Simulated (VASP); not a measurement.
Runs of VASP 6.6.1 on Ti3Al. It takes space group Fm-3m (No. 225, cubic). Conventional cell: a = 6.464 Å, b = 6.464 Å, c = 6.464 Å, α = 90.00°, β = 90.00°, γ = 90.00°. Ti (site symmetry -43m) has 4 Ti at 2.80 Å and 4 Al at 2.80 Å as nearest neighbours. Around Ti (site symmetry m-3m) lie 8 Ti at 2.80 Å. Around Al (site symmetry m-3m) lie 8 Ti at 2.80 Å. The cell comes from a database or a generator and needn't be the stable form of this composition.

```tsv
task	level	potentials or basis	cell	k mesh	cutoff (eV)	mesh quality	gap on the mesh (eV)	pressure (GPa)	relaxed volume (Å³/atom)
relaxation of cell and atoms	PBE+D3(BJ)	VASP PAW PBE potentials, release 64 (Ti_sv, Al)	relaxed	12 × 12 × 12	600	not flagged	none	0.0	(a)
relaxation of cell and atoms	PBEsol	VASP PAW PBE potentials, release 64 (Ti, Al)	relaxed	12 × 12 × 12	580	not flagged	none	0.0	16.05
relaxation of cell and atoms	RPBE	VASP PAW PBE potentials, release 64 (Ti_sv, Al)	relaxed	12 × 12 × 12	600	not flagged	none	0.0	17.14
relaxation of cell and atoms	LDA	VASP PAW LDA potentials, release 64 (Ti_sv, Al)	relaxed	12 × 12 × 12	600	not flagged	none	0.0	15.60
single point	PBEsol	VASP PAW PBE potentials, release 64 (Ti_sv, Al)	as given	12 × 12 × 12	520	not flagged	none	(b)	-
relaxation of cell and atoms	PBEsol	VASP PAW PBE potentials, release 64 (Ti_sv, Al)	relaxed	12 × 12 × 12	600	not flagged	none	0.0	16.14
relaxation of cell and atoms	PBE	VASP PAW PBE potentials, release 64 (Ti_sv, Al)	relaxed	12 × 12 × 12	600	not flagged	none	0.0	16.70
relaxation of cell and atoms	PBEsol	VASP PAW PBE potentials, release 64 (Ti_sv, Al)	relaxed	4 × 4 × 4	600	coarse	none	0.0	(c)
```

Alike in all rows: no spin polarisation; smearing gaussian 0.1 eV.

Fill in the values left out.

(a) 15.90; (b) -4.8; (c) 16.17.

Caveats: some runs use coarse meshes; the PAW data sets were made with another functional, which shifts forces and pressure a little (some runs); pairwise dispersion overbinds metals, which lowers pressure and volume (some runs).

A gap of «none» marks a metal or a gap under the smearing width.

The runs don't all hold the same shells in valence.
